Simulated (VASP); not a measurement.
# AlCo (Pm-3m) in VASP: further runs, part 2 of 2

VASP 6.6.1. The steps go on from the part before.

## (6) Relaxation of cell and atoms, LDA, collinear spin, ferromagnetic start

INCAR

```
PREC = Accurate
ENCUT = 600
EDIFF = 1E-7
ISMEAR = -1
SIGMA = 0.05
LREAL = False
LASPH = True
NELM = 150
ALGO = Normal
ISIF = 3
LWAVE = False
LCHARG = False
ISPIN = 2
MAGMOM = 2 0
LORBIT = 11
LMAXMIX = 4
IBRION = 2
NSW = 40
EDIFFG = -0.005
```

KPOINTS

```
regular mesh
0
Gamma
  8 8 8
```

POSCAR

```
AlCo
1.0
    2.8194032100      0.0000000000      0.0000000000
    0.0000000000      2.8194032100      0.0000000000
    0.0000000000      0.0000000000      2.8194032100
Co Al
1 1
Direct
    0.5000000000      0.5000000000      0.5000000000
    0.0000000000      0.0000000000      0.0000000000
```

Potentials or basis: VASP PAW LDA potentials, release 64 (Co, Al).

Run with:

```bash
$ cat potpaw_LDA.64/Co/POTCAR potpaw_LDA.64/Al/POTCAR > POTCAR
$ mpirun -np 1 vasp_std > vasp.out
```

OUTCAR:

```text
PREC = Accurate
   ENCUT = 600
   EDIFF = 1E-7
   ISMEAR = -1
   LREAL = False
   LASPH = True
   NELM = 150
   ISIF = 3
   ISPIN = 2
   LORBIT = 11
   IBRION = 2
   NSW = 40
   EDIFFG = -0.005

 ion  position               nearest neighbor table
   1  0.500  0.500  0.500-   2 2.44   2 2.44   2 2.44   2 2.44   2 2.44   2 2.44   2 2.44   2 2.44

   2  0.000  0.000  0.000-   1 2.44   1 2.44   1 2.44   1 2.44   1 2.44   1 2.44   1 2.44   1 2.44

  LATTYP: Found a simple cubic cell.
 ALAT       =     2.8194032100

  Lattice vectors:

 A1 = (   2.8194032100,   0.0000000000,   0.0000000000)
 A2 = (   0.0000000000,   2.8194032100,   0.0000000000)
 A3 = (   0.0000000000,   0.0000000000,   2.8194032100)

Analysis of symmetry for initial positions (statically):
=====================================================================
 Subroutine PRICEL returns:
 Original cell was already a primitive cell.

 Routine SETGRP: Setting up the symmetry group for a
 simple cubic supercell.

 Subroutine GETGRP returns: Found 48 space group operations
 (whereof 48 operations were pure point group operations)
 out of a pool of 48 trial point group operations.

The static configuration has the point symmetry O_h .

Analysis of symmetry for dynamics (positions and initial velocities):
=====================================================================
 Subroutine PRICEL returns:
 Original cell was already a primitive cell.

 Routine SETGRP: Setting up the symmetry group for a
 simple cubic supercell.

 Subroutine GETGRP returns: Found 48 space group operations
 (whereof 48 operations were pure point group operations)
 out of a pool of 48 trial point group operations.

The dynamic configuration has the point symmetry O_h .

Analysis of structural, dynamic, and magnetic symmetry:
=====================================================================
 Subroutine PRICEL returns:
 Original cell was already a primitive cell.

 Routine SETGRP: Setting up the symmetry group for a
 simple cubic supercell.

 Subroutine GETGRP returns: Found 48 space group operations
 (whereof 48 operations were pure point group operations)
 out of a pool of 48 trial point group operations.

The overall configuration has the point symmetry O_h .

 Subroutine INISYM returns: Found 48 space group operations
 (whereof 48 operations are pure point group operations),
 and found     1 'primitive' translations

----------------------------------------------------------------------------------------

                                     Primitive cell

  volume of cell :      22.4115

  direct lattice vectors                    reciprocal lattice vectors
     2.819403210  0.000000000  0.000000000     0.354684990  0.000000000  0.000000000
     0.000000000  2.819403210  0.000000000     0.000000000  0.354684990  0.000000000
     0.000000000  0.000000000  2.819403210     0.000000000  0.000000000  0.354684990

  length of vectors
     2.819403210  2.819403210  2.819403210     0.354684990  0.354684990  0.354684990

  position of ions in fractional coordinates (direct lattice)
     0.500000000  0.500000000  0.500000000
     0.000000000  0.000000000  0.000000000

  ion indices of the primitive-cell ions
[... 72 lines left out ...]
   LASPH  =      T    aspherical Exc in radial PAW
   ENCUT  =  600.0 eV  44.10 Ry    6.64 a.u.   5.63  5.63  5.63*2*pi/ulx,y,z
   NELM   =    150;   NELMIN=  2; NELMDL= -5     # of ELM steps
   EDIFF  = 0.1E-06   stopping-criterion for ELM
   LREAL  =      F    real-space projection
   EDIFFG = -.5E-02   stopping-criterion for IOM
   NSW    =     40    number of steps for IOM
   IBRION =      2    ionic relax: 0-MD 1-quasi-New 2-CG
   NFREE  =      1    steps in history (QN), initial steepest desc. (CG)
   ISIF   =      3    stress and relaxation
   ISYM   =      2    0-nonsym 1-usesym 2-fastsym
   POTIM  = 0.5000    time-step for ionic-motion
   TEBEG  =    0.0;   TEEND  =   0.0 temperature during run
   PSTRESS=    0.0 pullay stress
   NELECT =      12.0000    total number of electrons
   NUPDOWN=      -1.0000    fix difference up-down
   EMIN   =  10.00;   EMAX   =-10.00  energy-range for DOS
   EFERMI =   0.00;   METHOD = LEGACY
   ISMEAR =    -1;   SIGMA  =   0.05  broadening in eV -4-tet -1-fermi 0-gaus
   EFERMI_NEDOS =   21; number of points for ismear=-14 and -15
   IALGO  =     38    algorithm
   IMIX   =      4    mixing-type and parameters
     AMIX     =   0.40;   BMIX     =  1.00
     AMIX_MAG =   1.60;   BMIX_MAG =  1.00
  volume/ion in A,a.u.               =      11.21        75.62
  Fermi-wavevector in a.u.,A,eV,Ry     =   1.329366  2.512138 24.044423  1.767215
  Thomas-Fermi vector in A             =   2.458534
   LORBIT       =     11    0 simple, 1 ext, 2 COOP (PROOUT), +10 PAW based schemes
   GGA     = CA    functional components
   LHFCALC =     F    Hartree Fock is set to
   AEXX    =    0.0000 exact exchange contribution
   IVDW    =     0    specifies the selected vdW correction
   LEPSILON=     F    determine dielectric tensor
   LRPA    =     F    only Hartree local field effects (RPA)
 conjugate gradient relaxation of ions
 spin polarized calculation
  energy-cutoff  :      600.00
  volume of cell :       22.41
 maximum number of plane-waves:       768
 NGX is ok and might be reduce to    24
   NGX = 11   NGY = 11   NGZ = 11

--------------------------------------- Ionic step        1  -------------------------------------------

 number of electron      11.9999996 magnetization      -0.0120980

 number of electron      11.9999996 magnetization       0.0009959

 Free energy of the ion-electron system (eV)
  ---------------------------------------------------
  ext. energy  EPLUGINS =         0.00000000
  ---------------------------------------------------
  free energy    TOTEN  =       -13.69794810 eV

  energy without entropy =      -13.68856618  energy(sigma->0) =      -13.69325714

------------------------ aborting loop because EDIFF is reached ----------------------------------------

  FORCE on cell =-STRESS in cart. coord.  units (eV):
  Direction    XX          YY          ZZ          XY          YZ          ZX
  --------------------------------------------------------------------------------------
  -------------------------------------------------------------------------------------
  Total       -0.6921371     -0.6921371     -0.6921371      0.0000000      0.0000000      0.0000000
  in kB      -49.4801628    -49.4801628    -49.4801628      0.0000000      0.0000000      0.0000000
  external PRESSURE =     -49.4801628 kB  Pullay stress =       0.0000000 kB
[... 63 lines left out ...]
 number of electron      12.0000000 magnetization      -0.0000023

 number of electron      12.0000000 magnetization       0.0000023

 Free energy of the ion-electron system (eV)
  ---------------------------------------------------
  ext. energy  EPLUGINS =         0.00000000
  ---------------------------------------------------
  free energy    TOTEN  =       -13.70697538 eV

  energy without entropy =      -13.69828062  energy(sigma->0) =      -13.70262800

 E-fermi :  11.0795     XC(G=0): -12.7974

 val. band max:       11.0088998793   @ k =   0.5000   0.3750   0.0000
 cond. band min:      11.1130797227   @ k =   0.5000   0.3750   0.1250
 fundamental gap:      0.1041798434
 Fermi energy:        11.0794924470

 spin component 1

 k-point     1 :       0.0000    0.0000    0.0000
  band No.  band energies     occupation
      1      -0.3114      1.00000
      2       7.8357      1.00000
      3       7.8357      1.00000
      4      10.2142      1.00000
      5      10.2142      1.00000
      6      10.2142      1.00000
      7      17.3325      0.00000
      8      17.3325      0.00000
      9      17.3325      0.00000
     10      20.1560      0.00000
     11      20.1560      0.00000
[... 310 lines left out ...]
  band No.  band energies     occupation
      1       5.4851      1.00000
      2       6.8659      1.00000
      3       8.1129      1.00000
      4       8.7090      1.00000
      5       9.7528      1.00000
      6      10.0241      1.00000
      7      11.1131      0.33810
      8      14.7238      0.00000
      9      15.5870      0.00000
     10      21.5600      0.00000
     11      22.9052      0.00000

 [... further k-points ...]

 spin component 2

 k-point     1 :       0.0000    0.0000    0.0000
  band No.  band energies     occupation
      1      -0.3114      1.00000
      2       7.8357      1.00000
      3       7.8357      1.00000
      4      10.2142      1.00000
      5      10.2142      1.00000
      6      10.2142      1.00000
      7      17.3325      0.00000
      8      17.3325      0.00000
      9      17.3325      0.00000
     10      20.1560      0.00000
     11      20.1560      0.00000
[... 351 lines left out ...]
  FREE ENERGIE OF THE ION-ELECTRON SYSTEM (eV)
  ---------------------------------------------------
  free  energy   TOTEN  =       -13.7069753808 eV

  energy  without entropy=      -13.6982806219  energy(sigma->0) =      -13.70262800

 reached required accuracy - stopping structural energy minimisation

 total charge

# of ion       s       p       d       tot
------------------------------------------
    1        0.459   0.553   7.577   8.589
    2        0.407   0.460   0.000   0.867
--------------------------------------------------
tot          0.866   1.012   7.577   9.456

 magnetization (x)

# of ion       s       p       d       tot
------------------------------------------
    1       -0.000  -0.000  -0.000  -0.000
    2        0.000   0.000   0.000   0.000
--------------------------------------------------
tot         -0.000   0.000  -0.000  -0.000
```

It took 16 s on 1 thread of Intel Xeon Platinum 8488C (Sapphire Rapids), shared host; peak memory 0.15 GiB.

What came out:

| Property | Result |
| --- | --- |
| Free energy | -13.7070 eV |
| Relaxed volume | 10.92 Å³/atom |
| Relaxed cell | a = 2.796 Å, b = 2.796 Å, c = 2.796 Å, α = 90.00°, β = 90.00°, γ = 90.00° |
| Space group after relaxing (to 0.05 Å) | Pm-3m (No. 221) |
| Energy gained by relaxing | 4.5 meV/atom |
| Ionic steps | 3 |
| Pressure after relaxing | 0.0 GPa |
| Band gap on the k mesh | none (metal or under the smearing width) |
| Net moment | 0.00 μB per cell |
| Valence electrons inside the program's atomic spheres | Co 8.59; Al 0.87 |

Step by step:
```csv
step,energy change (eV),largest force (eV/Å),pressure (GPa),volume (Å³)
1,0.0000,0.0000,-4.95,22.41
2,-0.0001,0.0000,5.48,21.31
3,-0.0090,0.0000,-0.02,21.85
```

Final structure:
```yaml
crystal:
  lattice:
    - [2.79552, 0.00000, 0.00000]
    - [0.00000, 2.79552, 0.00000]
    - [0.00000, 0.00000, 2.79552]
  atoms:
    - { symbol: Co, position: [0.50000, 0.50000, 0.50000] }
    - { symbol: Al, position: [0.00000, 0.00000, 0.00000] }
```

Levels at points of the mesh, in eV from the Fermi level:
Spin up:
```
           k point  band 2  band 3  band 4  band 5  band 6  band 7  band 8  band 9  band 10  band 11
(0.00, 0.00, 0.00)   -3.24   -3.24   -0.87   -0.87   -0.87    6.25    6.25    6.25     9.08     9.08
(0.50, 0.00, 0.00)   -6.87   -2.61   -1.81   -1.81   -0.74    0.19    8.57   10.93    10.93    12.24
(0.50, 0.50, 0.00)   -3.30   -2.72   -2.72   -1.60   -1.60   -0.28    2.60    3.86    13.30    16.40
(0.50, 0.50, 0.50)   -4.17   -4.17   -0.24   -0.24    2.44    2.44    2.44    4.58     5.73     5.73
```
Spin down:
```
           k point  band 2  band 3  band 4  band 5  band 6  band 7  band 8  band 9  band 10  band 11
(0.00, 0.00, 0.00)   -3.24   -3.24   -0.87   -0.87   -0.87    6.25    6.25    6.25     9.08     9.08
(0.50, 0.00, 0.00)   -6.87   -2.61   -1.81   -1.81   -0.74    0.19    8.57   10.93    10.93    12.24
(0.50, 0.50, 0.00)   -3.30   -2.72   -2.72   -1.60   -1.60   -0.28    2.60    3.86    13.30    16.40
(0.50, 0.50, 0.50)   -4.17   -4.17   -0.24   -0.24    2.44    2.44    2.44    4.58     5.73     5.73
```

Caveat: the starting moments collapsed, and a magnetic state may lie lower.

## (7) For comparison

An earlier run on the cell as given: functional PBE; potentials or basis VASP PAW PBE potentials, release 64 (Co, Al); cutoff 520 eV; k mesh 9 × 9 × 9; occupations fermi-dirac, width 0.05 eV; collinear spin, ferromagnetic start; starting moments [2.0, 0.0] μB.

- Pressure: 6.5 GPa
- Band gap on the k mesh: none (metal or under the smearing width)
- Net moment: 0.00 μB per cell
- Valence electrons inside the program's atomic spheres: Co 8.51; Al 0.84
